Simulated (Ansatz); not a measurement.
Crystal: CsPbCl3.

```xyz
5
Lattice="5.6050 0.0000 0.0000 0.0000 5.6050 0.0000 0.0000 0.0000 5.6050" Properties=species:S:1:pos:R:3 pbc="T T T"
Pb    2.8025    2.8025    2.8025
Cs    0.0000    0.0000    0.0000
Cl    2.8025    0.0000    2.8025
Cl    0.0000    2.8025    2.8025
Cl    2.8025    2.8025    0.0000
```

Base run:

- Program: Ansatz 0.2.0
- Functional: PBE
- Potentials or basis: Ansatz PAW
- Cutoff: 420 eV (not typed: the program's choice for these potentials)
- k mesh: 5 × 5 × 5
- Occupations: fermi-dirac, width 0.05 eV
- Spin: no spin polarisation

Its results: pressure 1.7 GPa.

The run is repeated on the same cell with these changes: functional from PBE to RPBE. What comes out?

Pressure 3.3 GPa.

RPBE binds less tightly than PBE, so the same cell stands under more pressure.

Caveats: the PAW data sets come from PBE, with cores solved anew for the run's functional, which leaves a small shift of forces and pressure (some runs).
